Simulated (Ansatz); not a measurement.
# GaSb: the cost of one run

Program: Ansatz 0.2.0. Level of theory: reference: DFT, r2SCAN, plane waves, PAW. These are calculated values, not measurements.

8 further runs of the same task are left out: 6 for a known fault of the program, 2 that didn't finish.

## Step 1: The structure to begin with

The structure is cubic, space group Pm-3m (No. 221). Conventional cell: a = 3.582 Å, b = 3.582 Å, c = 3.582 Å, α = 90.00°, β = 90.00°, γ = 90.00°. Around Ga (site symmetry m-3m) lie 8 Sb at 3.10 Å. Sb (site symmetry m-3m) is surrounded by 8 Ga at 3.10 Å.

Coordinates:

```xyz
2
Lattice="3.5818 0.0000 0.0000 0.0000 3.5818 0.0000 0.0000 0.0000 3.5818" Properties=species:S:1:pos:R:3 pbc="T T T"
Ga    0.0000    0.0000    0.0000
Sb    1.7909    1.7909    1.7909
```

## Step 2: Reference

Contents of input.yaml:

```yaml
crystal:
  lattice:
    - [3.5818184809, 0.0, 0.0]
    - [0.0, 3.5818184809, 0.0]
    - [0.0, 0.0, 3.5818184809]
  atoms:
    - { symbol: Ga, position: [0.0, 0.0, 0.0] }
    - { symbol: Sb, position: [0.5, 0.5, 0.5] }
kpoints:
  mp_grid: { grid: [6, 6, 6] }
hamiltonian:
  xc: r2scan
scf:
  occupations: { method: fermi_dirac, width: 0.02 }
  n_extra_bands: 4
output:
  forces: true
  stress: true
  eigenvalues: true
  write_density: true
  write_potential: true
  elf: true
  volumetric_format: npy
```

Run with:

```
$ ansatz run input.yaml --threads 4 --pin off --max-ram 3686MiB --backend cpu --events-out ev --progress --plain --runs-dir out
```

What time and memory should one allow on 4 threads of Arm Neoverse N1, shared host?

About 2.4 s, with a peak of 0.41 GiB.
